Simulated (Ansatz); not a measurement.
Relaxed ZnTe (zinc blende):

```
CELL_PARAMETERS angstrom
      0.00000     3.05670     3.05670
      3.05670     0.00000     3.05670
      3.05670     3.05670     0.00000
ATOMIC_POSITIONS crystal
  Te 0.75000 0.75000 0.75000
  Zn 0.00000 0.00000 0.00000
```

Scan: atom 2 (Zn, nearest neighbour Te at 2.647 Å; its periodic images, 4.3 Å or more away, move with it) is displaced along Cartesian [110], direction (0.707, 0.707, 0.000) in Cartesian axes, by s. The other atoms stay.

The numbers are results of r2SCAN (plane waves to 500 eV, PAW, scalar-relativistic; Ansatz, an electronic-structure program), not measurements. k mesh 8×8×8 (Γ-centred), Fermi-Dirac smearing 0.05 eV. Stress and pressure are positive under compression. Spin-orbit coupling is left out, though Te is heavy. ZnTe was relaxed with its symmetry unable to fall. 

```csv
s (Å),P (GPa)
-0.260,1.35
-0.208,…
-0.156,…
-0.104,0.22
-0.052,0.06
0.000,0.01
0.052,0.06
0.104,0.22
0.156,…
0.208,…
0.260,1.35
```

Q: What belongs in the gaps?

A: 
- -0.208, P (GPa): 0.86
- -0.156, P (GPa): 0.49
- 0.156, P (GPa): 0.49
- 0.208, P (GPa): 0.86

(For displaced atoms, the force is minus the slope of the energy, and its curvature is a force constant, which sets phonon frequencies.)
